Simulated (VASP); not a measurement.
# MgO (Periclase) (Fm-3m) in VASP: further runs, part 2 of 2

VASP 6.6.1. The steps go on from the part before.

### 3 Relaxation of cell and atoms, r2SCAN

This run uses another cell than the first one, of 9.37 Å³/atom, 1.010 times its volume.

Contents of INCAR:

```
SYSTEM = MgO
  ALGO = Normal
  EDIFF = 1E-6
  EDIFFG = -0.01
  ENCUT = 600
  IBRION = 2
  ISIF = 3
  ISMEAR = 0
  LASPH = .True.
  LCHARG = .False.
  LMIXTAU = .True.
  LREAL = .False.
  LWAVE = .False.
  METAGGA = R2SCAN
  NELM = 80
  NSW = 90
  PREC = Accurate
  SIGMA = 0.03
```

Contents of KPOINTS:

```
k-points
0
Gamma
  12 12 12
  0 0 0
```

Contents of POSCAR:

```
MgO
1.0
    0.0000000000      2.1085000000      2.1085000000
    2.1085000000      0.0000000000      2.1085000000
    2.1085000000      2.1085000000      0.0000000000
Mg O
1 1
Direct
    0.0000000000      0.0000000000      0.0000000000
    0.5000000000      0.5000000000      0.5000000000
```

Potentials or basis: VASP PAW PBE potentials, release 64 (Mg, O).

Command:

```sh
$ cat potpaw_PBE.64/Mg/POTCAR potpaw_PBE.64/O/POTCAR > POTCAR
$ mpirun -np 1 vasp_std > vasp.out
```

OUTCAR:

```text
SYSTEM = MgO
   EDIFF = 1E-6
   EDIFFG = -0.01
   ENCUT = 600
   IBRION = 2
   ISIF = 3
   ISMEAR = 0
   LASPH = .True.
   LREAL = .False.
   METAGGA = R2SCAN
   NELM = 80
   NSW = 90
   PREC = Accurate

 ion  position               nearest neighbor table
   1  0.000  0.000  0.000-   2 2.11   2 2.11   2 2.11   2 2.11   2 2.11   2 2.11
   2  0.500  0.500  0.500-   1 2.11   1 2.11   1 2.11   1 2.11   1 2.11   1 2.11

  LATTYP: Found a face centered cubic cell.
 ALAT       =     4.2170000000

  Lattice vectors:

 A1 = (   0.0000000000,   2.1085000000,   2.1085000000)
 A2 = (   2.1085000000,   0.0000000000,   2.1085000000)
 A3 = (   2.1085000000,   2.1085000000,   0.0000000000)

Analysis of symmetry for initial positions (statically):
=====================================================================
 Subroutine PRICEL returns:
 Original cell was already a primitive cell.

 Routine SETGRP: Setting up the symmetry group for a
 face centered cubic supercell.

 Subroutine GETGRP returns: Found 48 space group operations
 (whereof 48 operations were pure point group operations)
 out of a pool of 48 trial point group operations.

The static configuration has the point symmetry O_h .

Analysis of symmetry for dynamics (positions and initial velocities):
=====================================================================
 Subroutine PRICEL returns:
 Original cell was already a primitive cell.

 Routine SETGRP: Setting up the symmetry group for a
 face centered cubic supercell.

 Subroutine GETGRP returns: Found 48 space group operations
 (whereof 48 operations were pure point group operations)
 out of a pool of 48 trial point group operations.

The dynamic configuration has the point symmetry O_h .

 Subroutine INISYM returns: Found 48 space group operations
 (whereof 48 operations are pure point group operations),
 and found     1 'primitive' translations

----------------------------------------------------------------------------------------

                                     Primitive cell

  volume of cell :      18.7478

  direct lattice vectors                    reciprocal lattice vectors
     0.000000000  2.108500000  2.108500000    -0.237135404  0.237135404  0.237135404
     2.108500000  0.000000000  2.108500000     0.237135404 -0.237135404  0.237135404
     2.108500000  2.108500000  0.000000000     0.237135404  0.237135404 -0.237135404

  length of vectors
     2.981869296  2.981869296  2.981869296     0.410730569  0.410730569  0.410730569

  position of ions in fractional coordinates (direct lattice)
     0.000000000  0.000000000  0.000000000
     0.500000000  0.500000000  0.500000000

  ion indices of the primitive-cell ions
   primitive index   ion index
                 1           1
                 2           2

----------------------------------------------------------------------------------------

 KPOINTS: k-points

Automatic generation of k-mesh.
 Grid dimensions read from file:
 generate k-points for:   12   12   12

[... 47 lines left out ...]
   total plane-waves  NPLWV =  13824
   dimension x,y,z NGX =    24 NGY =   24 NGZ =   24
   dimension x,y,z NGXF=    48 NGYF=   48 NGZF=   48
   ions per type =               1   1
   NGX,Y,Z   is equivalent  to a cutoff of  13.38, 13.38, 13.38 a.u.
   NGXF,Y,Z  is equivalent  to a cutoff of  26.76, 26.76, 26.76 a.u.
 SYSTEM =  MgO
   PREC   = accura    normal or accurate (medium, high low for compatibility)
   ISTART =      0    job   : 0-new  1-cont  2-samecut
   ICHARG =      2    charge: 1-file 2-atom 10-const
   ISPIN  =      1    spin polarized calculation?
   LNONCOLLINEAR =      F non collinear calculations
   LSORBIT =      F    spin-orbit coupling
   LASPH  =      T    aspherical Exc in radial PAW
   ENCUT  =  600.0 eV  44.10 Ry    6.64 a.u.   5.96  5.96  5.96*2*pi/ulx,y,z
   NELM   =     80;   NELMIN=  2; NELMDL= -5     # of ELM steps
   EDIFF  = 0.1E-05   stopping-criterion for ELM
   LREAL  =      F    real-space projection
   EDIFFG = -.1E-01   stopping-criterion for IOM
   NSW    =     90    number of steps for IOM
   IBRION =      2    ionic relax: 0-MD 1-quasi-New 2-CG
   NFREE  =      1    steps in history (QN), initial steepest desc. (CG)
   ISIF   =      3    stress and relaxation
   ISYM   =      2    0-nonsym 1-usesym 2-fastsym
   POTIM  = 0.5000    time-step for ionic-motion
   TEBEG  =    0.0;   TEEND  =   0.0 temperature during run
   PSTRESS=    0.0 pullay stress
   NELECT =       8.0000    total number of electrons
   NUPDOWN=      -1.0000    fix difference up-down
   EMIN   =  10.00;   EMAX   =-10.00  energy-range for DOS
   EFERMI =   0.00;   METHOD = LEGACY
   ISMEAR =     0;   SIGMA  =   0.03  broadening in eV -4-tet -1-fermi 0-gaus
   EFERMI_NEDOS =   21; number of points for ismear=-14 and -15
   IALGO  =     38    algorithm
   IMIX   =      4    mixing-type and parameters
     AMIX     =   0.40;   BMIX     =  1.00
     AMIX_MAG =   1.60;   BMIX_MAG =  1.00
  volume/ion in A,a.u.               =       9.37        63.26
  Fermi-wavevector in a.u.,A,eV,Ry     =   1.232503  2.329092 20.668107  1.519063
  Thomas-Fermi vector in A             =   2.367270
   LORBIT       =      0    0 simple, 1 ext, 2 COOP (PROOUT), +10 PAW based schemes
   METAGGA = R2SCAN    functional components
   LHFCALC =     F    Hartree Fock is set to
   AEXX    =    0.0000 exact exchange contribution
   IVDW    =     0    specifies the selected vdW correction
   LEPSILON=     F    determine dielectric tensor
   LRPA    =     F    only Hartree local field effects (RPA)
 conjugate gradient relaxation of ions
 non-spin polarized calculation
 Gauss-broadening in eV      SIGMA  =   0.03
  energy-cutoff  :      600.00
  volume of cell :       18.75
 maximum number of plane-waves:       642
   NGX = 11   NGY = 11   NGZ = 11

--------------------------------------- Ionic step        1  -------------------------------------------

 number of electron       8.0000005 magnetization

 Free energy of the ion-electron system (eV)
  ---------------------------------------------------
  ext. energy  EPLUGINS =         0.00000000
  ---------------------------------------------------
  free energy    TOTEN  =       -16.16318515 eV

  energy without entropy =      -16.16318515  energy(sigma->0) =      -16.16318515

------------------------ aborting loop because EDIFF is reached ----------------------------------------

  FORCE on cell =-STRESS in cart. coord.  units (eV):
  Direction    XX          YY          ZZ          XY          YZ          ZX
  --------------------------------------------------------------------------------------
  -------------------------------------------------------------------------------------
  Total       -0.3309051     -0.3309051     -0.3309051      0.0000000      0.0000000     -0.0000000
  in kB      -28.2789439    -28.2789439    -28.2789439      0.0000000      0.0000000     -0.0000000
  external PRESSURE =     -28.2789439 kB  Pullay stress =       0.0000000 kB
[... 59 lines left out ...]
--------------------------------------- Ionic step        3  -------------------------------------------

 number of electron       8.0000004 magnetization

 Free energy of the ion-electron system (eV)
  ---------------------------------------------------
  ext. energy  EPLUGINS =         0.00000000
  ---------------------------------------------------
  free energy    TOTEN  =       -16.16606232 eV

  energy without entropy =      -16.16606232  energy(sigma->0) =      -16.16606232

 E-fermi :   3.0554     XC(G=0): -11.6640

 val. band max:        2.8751565511   @ k =   0.0000   0.0000   0.0000
 cond. band min:       8.6224602684   @ k =   0.0000   0.0000   0.0000
 fundamental gap:      5.7473037173
 Fermi energy:         3.0554458403

 k-point     1 :       0.0000    0.0000    0.0000
  band No.  band energies     occupation
      1     -15.3949      2.00000
      2       2.8752      2.00000
      3       2.8752      2.00000
      4       2.8752      2.00000
      5       8.6225      0.00000
      6      19.7935      0.00000
      7      19.7935      0.00000
      8      19.7935      0.00000
[... 243 lines left out ...]
 k-point    24 :      -0.4167    0.1667    0.0000
  band No.  band energies     occupation
      1     -14.0283      2.00000
      2      -1.3891      2.00000
      3       1.2636      2.00000
      4       2.0560      2.00000
      5      12.9609      0.00000
      6      16.5374      0.00000
      7      18.3721      0.00000
      8      21.1534      0.00000

 [... further k-points ...]

------------------------ aborting loop because EDIFF is reached ----------------------------------------

  FORCE on cell =-STRESS in cart. coord.  units (eV):
  Direction    XX          YY          ZZ          XY          YZ          ZX
  --------------------------------------------------------------------------------------
  -------------------------------------------------------------------------------------
  Total        0.0010427      0.0010427      0.0010427      0.0000000      0.0000000      0.0000000
  in kB        0.0906552      0.0906552      0.0906552      0.0000000      0.0000000      0.0000000
  external PRESSURE =       0.0906552 kB  Pullay stress =       0.0000000 kB
[... 17 lines left out ...]
  FREE ENERGIE OF THE ION-ELECTRON SYSTEM (eV)
  ---------------------------------------------------
  free  energy   TOTEN  =       -16.1660623151 eV

  energy  without entropy=      -16.1660623151  energy(sigma->0) =      -16.16606232

 reached required accuracy - stopping structural energy minimisation
```

OSZICAR:

```text
N       E                     dE             d eps       ncg     rms          rms(c)
DAV:   1     0.141483552722E+02    0.14148E+02   -0.53262E+03  1320   0.103E+03
DAV:   2    -0.192776486215E+02   -0.33426E+02   -0.31145E+02  1352   0.162E+02
DAV:   3    -0.198507239488E+02   -0.57308E+00   -0.57308E+00  1528   0.242E+01
DAV:   4    -0.198514984019E+02   -0.77445E-03   -0.77445E-03  1576   0.877E-01
[... 33 lines left out ...]
DAV:   6    -0.161660701846E+02   -0.34963E-04   -0.18642E-06  1160   0.225E-02    0.859E-04
DAV:   7    -0.161660599153E+02    0.10269E-04   -0.47015E-07   768   0.947E-03    0.398E-04
DAV:   8    -0.161660636322E+02   -0.37168E-05   -0.10982E-07   576   0.481E-03    0.466E-05
DAV:   9    -0.161660622575E+02    0.13746E-05   -0.64528E-09   576   0.111E-03    0.175E-05
DAV:  10    -0.161660623151E+02   -0.57563E-07   -0.14618E-10   576   0.172E-04
   3 F= -.16166062E+02 E0= -.16166062E+02  d E =-.287717E-02
```

CONTCAR:

```text
MgO
   1.00000000000000
     0.0000000000000000    2.0964156981029820    2.0964156981029820
     2.0964156981029820    0.0000000000000000    2.0964156981029820
     2.0964156981029820    2.0964156981029820    0.0000000000000000
  Mg              O
     1     1
Direct
     0.0000000000000000    0.0000000000000000    0.0000000000000000
     0.5000000000000000    0.5000000000000000    0.5000000000000000

  0.00000000E+00  0.00000000E+00  0.00000000E+00
  0.00000000E+00  0.00000000E+00  0.00000000E+00
```

Wall time 44 s (1 thread of Intel Xeon 6975P-C (Granite Rapids), shared host); peak memory 0.15 GiB.

Results:

```
Free energy                            : -16.1661 eV
Relaxed volume                         : 9.21 Å³/atom
Relaxed cell                           : a = 2.965 Å, b = 2.965 Å, c = 2.965 Å, α = 60.00°, β = 60.00°, γ = 60.00°
Space group after relaxing (to 0.05 Å) : Fm-3m (No. 225)
Energy gained by relaxing              : 1.4 meV/atom
Ionic steps                            : 3
Pressure after relaxing                : 0.0 GPa
Band gap on the k mesh                 : 5.75 eV, direct
```

The path:
```
step  energy change (eV)  largest force (eV/Å)  pressure (GPa)  volume (Å³)
   1              0.0000                0.0000           -2.83        18.75
   2             -0.0024                0.0000            1.18        18.30
   3             -0.0029                0.0000            0.01        18.43
```

Final structure:
```cif
data_structure
_symmetry_space_group_name_H-M 'P 1'
_symmetry_Int_Tables_number 1
_cell_length_a 2.9648
_cell_length_b 2.9648
_cell_length_c 2.9648
_cell_angle_alpha 60.000
_cell_angle_beta 60.000
_cell_angle_gamma 60.000
_cell_volume 18.43
loop_
_atom_site_label
_atom_site_type_symbol
_atom_site_fract_x
_atom_site_fract_y
_atom_site_fract_z
_atom_site_occupancy
Mg1 Mg 0.00000 0.00000 0.00000 1
O1 O 0.50000 0.50000 0.50000 1
```

Levels at points of the mesh, in eV from the valence-band top:
```
           k point  band 2  band 3  band 4  band 5  band 6  band 7
(0.00, 0.00, 0.00)    0.00    0.00    0.00    5.75   16.92   16.92
(0.50, 0.00, 0.00)   -4.67   -0.69   -0.69    8.90   13.97   17.57
(0.50, 0.50, 0.00)   -4.16   -1.39   -1.39   10.05   11.22   14.44
```

Caveat: the PAW data sets were made with another functional, which shifts forces and pressure a little. r2SCAN opens gaps a little over a GGA but as a rule still falls short of measured ones.

### 4 Relaxation of cell and atoms, r2SCAN

This run uses another cell than the first one, of 9.21 Å³/atom, 0.993 times its volume.

Edit INCAR of step 3 so:

```diff
@@ -2,4 +2,4 @@
   ALGO = Normal
-  EDIFF = 1E-6
-  EDIFFG = -0.01
+  EDIFF = 1E-7
+  EDIFFG = -0.005
   ENCUT = 600
```

KPOINTS is that of step 3.

Contents of POSCAR:

```
MgO                                     
1.0
    0.0000000000      2.0964156981      2.0964156981
    2.0964156981      0.0000000000      2.0964156981
    2.0964156981      2.0964156981      0.0000000000
  Mg              O             
     1     1
Direct
     0.0000000000000000    0.0000000000000000    0.0000000000000000
     0.5000000000000000    0.5000000000000000    0.5000000000000000
```

Command:

```sh
$ cat potpaw_PBE.64/Mg/POTCAR potpaw_PBE.64/O/POTCAR > POTCAR
$ mpirun -np 1 vasp_std > vasp.out
```

Run time: 23 s. Hardware: 1 thread of Intel Xeon 6975P-C (Granite Rapids), shared host; peak memory 0.15 GiB.

The run converged. Its results:

```yaml
Free_energy: -16.1652 eV
Pressure_after_relaxing: 0.0 GPa
Band_gap_on_the_k_mesh: 5.75 eV, direct
```

Final structure:
```xyz
2
Lattice="0.0000 2.0964 2.0964 2.0964 0.0000 2.0964 2.0964 2.0964 0.0000" Properties=species:S:1:pos:R:3 pbc="T T T"
Mg    0.0000    0.0000    0.0000
O     2.0964    2.0964    2.0964
```

Levels at points of the mesh, in eV from the valence-band top:
| k point | band 1 | band 2 | band 3 | band 4 | band 5 | band 6 | band 7 | band 8 |
| --- | --- | --- | --- | --- | --- | --- | --- | --- |
| (0.00, 0.00, 0.00) | -18.27 | 0.00 | 0.00 | 0.00 | 5.75 | 16.92 | 16.92 | 16.92 |
| (0.50, 0.00, 0.00) | -16.99 | -4.67 | -0.69 | -0.69 | 8.89 | 13.97 | 17.57 | 17.57 |
| (0.50, 0.50, 0.00) | -16.73 | -4.16 | -1.39 | -1.39 | 10.05 | 11.22 | 14.44 | 20.59 |

Caveat: the relaxation stopped at its first step, so nothing moved; the PAW data sets were made with another functional, which shifts forces and pressure a little.

### 5 Relaxation of cell and atoms, PBEsol

This run uses another cell than the first one, of 9.37 Å³/atom, 1.010 times its volume.

Contents of INCAR:

```
  ALGO = Normal
  EDIFF = 1E-6
  EDIFFG = -0.01
  ENCUT = 600
  GGA = PS
  IBRION = 2
  ISIF = 3
  ISMEAR = 0
  LASPH = T
  LCHARG = F
  LREAL = F
  LWAVE = F
  NELM = 80
  NSW = 90
  PREC = Accurate
  SIGMA = 0.03
```

Contents of KPOINTS:

```
k-points
0
Gamma
  12 12 12
```

Contents of POSCAR:

```
MgO
1.0
    0.0000000000      2.1085000000      2.1085000000
    2.1085000000      0.0000000000      2.1085000000
    2.1085000000      2.1085000000      0.0000000000
Mg O
1 1
Direct
    0.0000000000      0.0000000000      0.0000000000
    0.5000000000      0.5000000000      0.5000000000
```

Command:

```sh
$ cat potpaw_PBE.64/Mg/POTCAR potpaw_PBE.64/O/POTCAR > POTCAR
$ mpirun -np 1 vasp_std > vasp.out
```

Wall time 7.5 s (1 thread of Intel Xeon 6975P-C (Granite Rapids), shared host); peak memory 0.15 GiB.

Results (log left out):

* Free energy: -12.5157 eV
* Relaxed volume: 9.31 Å³/atom
* Relaxed cell: a = 2.975 Å, b = 2.975 Å, c = 2.975 Å, α = 60.00°, β = 60.00°, γ = 60.00°
* Space group after relaxing (to 0.05 Å): Fm-3m (No. 225)
* Energy gained by relaxing: 0.2 meV/atom
* Ionic steps: 3
* Pressure after relaxing: 0.0 GPa
* Band gap on the k mesh: 4.66 eV, direct

Step by step:
```tsv
step	energy change (eV)	largest force (eV/Å)	pressure (GPa)	volume (Å³)
1	0.0000	0.0000	-1.04	18.75
2	-0.0003	0.0000	0.38	18.58
3	-0.0004	0.0000	0.00	18.63
```

Final structure:
```cif
data_structure
_symmetry_space_group_name_H-M 'P 1'
_symmetry_Int_Tables_number 1
_cell_length_a 2.9754
_cell_length_b 2.9754
_cell_length_c 2.9754
_cell_angle_alpha 60.000
_cell_angle_beta 60.000
_cell_angle_gamma 60.000
_cell_volume 18.63
loop_
_atom_site_label
_atom_site_type_symbol
_atom_site_fract_x
_atom_site_fract_y
_atom_site_fract_z
_atom_site_occupancy
Mg1 Mg 0.00000 0.00000 0.00000 1
O1 O 0.50000 0.50000 0.50000 1
```

Levels at points of the mesh, in eV from the valence-band top:
```
           k point  band 2  band 3  band 4  band 5  band 6  band 7
(0.00, 0.00, 0.00)    0.00    0.00    0.00    4.66   15.65   15.65
(0.50, 0.00, 0.00)   -4.69   -0.67   -0.67    7.77   12.54   16.21
(0.50, 0.50, 0.00)   -4.16   -1.37   -1.37    8.93    9.91   13.00
```

Caveat: the PAW data sets were made with another functional, which shifts forces and pressure a little. A k mesh can miss the band edges.

### 6 Summary

| level | cell | target pressure | gap on the mesh (eV) | pressure (GPa) |
| --- | --- | --- | --- | --- |
| PBEsol | relaxed to 0.61 GPa | 0.61 GPa | 4.70 | 0.6 |
| r2SCAN | relaxed | - | 5.75 | 0.0 |
| PBEsol | relaxed | - | 4.66 | 0.0 |

Alike in all rows: task relaxation of cell and atoms; potentials or basis VASP PAW PBE potentials, release 64 (Mg, O); no spin polarisation; k mesh 12 × 12 × 12; cutoff (eV) 600; smearing gaussian 0.03 eV.

Caveats: the PAW data sets were made with another functional, which shifts forces and pressure a little; the relaxation stopped at its first step, so nothing moved (some runs); the cell is relaxed towards a set pressure, so the enthalpy falls and the energy may rise (some runs).

Absolute energies hang on the potentials; compare differences alone.
